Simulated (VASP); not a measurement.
A run of VASP 6.6.1 is set up as follows.

File INCAR:

```
SYSTEM = Pt
PREC = Accurate
ENCUT = 350
EDIFF = 1E-6
ISMEAR = -1
SIGMA = 0.05
LREAL = .False.
LASPH = .True.
NELM = 60
ALGO = Fast
ISIF = 2
LWAVE = .False.
LCHARG = .False.
IBRION = 2
NSW = 40
EDIFFG = -0.01
```

The input KPOINTS:

```
regular mesh
0
Gamma
  13 13 1
  0 0 0
```

Contents of POSCAR:

```
Pt
1.0
    2.7746870094      0.0000000000      0.0000000000
    0.0000000000      2.7746870094      0.0000000000
    0.0000000000      0.0000000000     30.6960000000
Pt
9
Direct
    0.0000000000      0.0000000000      0.2443315090
    0.5000000000      0.5000000000      0.3082486317
    0.0000000000      0.0000000000      0.3721657545
    0.5000000000      0.5000000000      0.4360828772
    0.0000000000      0.0000000000      0.5000000000
    0.5000000000      0.5000000000      0.5639171228
    0.0000000000      0.0000000000      0.6278342455
    0.5000000000      0.5000000000      0.6917513683
    0.0000000000      0.0000000000      0.7556684910
```

Potentials or basis: VASP PAW LDA potentials, release 64 (Pt).

Launch:

```bash
$ cat potpaw_LDA.64/Pt/POTCAR > POTCAR
$ mpirun -np 1 vasp_std > vasp.out
```

Task: What does it give for the band gap on the k mesh?

Result: None (metal or under the smearing width).

Task: Predict the energy gained by relaxing.

Result: 11.3 meV/atom.

Forces in eV/Å, atoms in the order of the input:
```
Pt   0.000  0.000 -0.005
Pt   0.000  0.000 -0.002
Pt   0.000  0.000  0.004
Pt   0.000  0.000  0.001
Pt   0.000  0.000  0.000
Pt   0.000  0.000 -0.001
Pt   0.000  0.000 -0.004
Pt   0.000  0.000  0.002
Pt   0.000  0.000  0.005
```

The run has no spin-orbit coupling, so splittings on Pt are missing.
